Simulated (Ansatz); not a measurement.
Runs of Ansatz 0.2.0 on ZrS2. The structure is trigonal, space group P-3m1 (No. 164). Conventional cell: a = 3.691 Å, b = 3.691 Å, c = 6.041 Å, α = 90.00°, β = 90.00°, γ = 120.00°. Zr (site symmetry -3m) has 6 S at 2.57 Å as nearest neighbours. S (site symmetry 3m) is surrounded by 3 Zr at 2.57 Å. The cell is a database's computed one.

```csv
task,level,cutoff (eV),basis error allowed,gap on the mesh (eV),pressure (GPa),V0 of scaled cells (Å³/atom),B0 (GPa),largest force (eV/Å)
band structure,PBEsol,201,0.002 eV/atom,0.98,-2.5,-,-,0.15
single point,PBE,218,0.001 eV/atom,(c),(d),-,-,0.05
single point,PBEsol,218,0.001 eV/atom,0.98,-2.5,-,-,0.15
band structure,LDA,200,0.002 eV/atom,(a),-4.5,-,-,0.30
equation of state,PBEsol,-,0.001 eV/atom,-,-,23.10,94,-
equation of state,PBE,-,0.001 eV/atom,-,-,23.90,(b),-
equation of state,LDA,-,0.002 eV/atom,-,-,22.59,99,-
```

Alike in all rows: potentials or basis all-electron LAPW, scalar-relativistic; no spin polarisation; cell as given; k mesh 8 × 8 × 5; smearing fermi-dirac 0.05 eV.

Q: Fill in the values left out.

A: (a) 0.94; (b) 88; (c) 1.05; (d) 0.5.

Caveats: this functional lacks dispersion, which binds the layers, so the pressure and a relaxed spacing across them are unreliable (some runs); the cell was scaled at fixed shape and fractional positions, which overstates the stiffness of a crystal with free parameters, most of all of layers and chains (some runs); an odd mesh through Γ misses points on the zone boundary, where band edges often lie (some runs).

A k mesh can miss the band edges, and the runs leave out spin-orbit coupling on Zr.

Not every run made on this cell is shown here.
